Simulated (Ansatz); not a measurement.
Theory: DFT PBE, scalar-relativistic, plane waves, PAW in Ansatz. Several structures of CaB were relaxed, and the powder pattern of one of them was computed from 10° to 70° in 2θ (λ = 1.5406 Å; lines under 1 % are left out).

Cu Kα1 powder pattern (kinematic, no thermal factors).
```tsv
2θ (°)	relative intensity
22.12	30
31.28	32
33.26	100
33.44	21
38.64	34
45.12	4
46.44	32
55.67	20
55.92	18
57.31	3
60.64	10
65.26	3
66.41	11
66.53	13
66.75	3
69.82	5
```

Task: Which structure gives it?
1.

```
Ca B
1.0
     4.45409   -2.13114    0.00000
     4.45409    2.13114    0.00000
    -3.86495    0.00000    4.64756
Ca B
2 2
Cartesian
  -0.6496 0.0000 3.4821
  5.6928 0.0000 1.1655
  -0.4555 0.0000 0.6165
  5.4987 0.0000 4.0310
```

2.

```
Ca B
1.0
     3.29917    0.00000    0.00000
    -1.64959    2.85717    0.00000
     0.00000    0.00000    8.03212
Ca B
2 2
Direct
  0.33333 0.66667 0.29439
  0.66667 0.33333 0.70561
  0.33333 0.66667 0.98406
  0.66667 0.33333 0.01594
```

3.

```
Ca B
1.0
     3.26461    0.00000    0.00000
     0.00000    3.26461    0.00000
     0.00000    0.00000    3.26461
Ca B
1 1
Cartesian
  0.0000 0.0000 0.0000
  1.6323 1.6323 1.6323
```

Result: 2. Its strongest line, at 2θ = 33.26°, has d = λ/(2 sin θ) = 2.692 Å and is the (1 0 1) reflection of the conventional P-3m1 cell with a = 3.299 Å, c = 8.032 Å. The others have their strongest lines at 25.6° (1); 39.0° (3).

The cells needn't be stable.
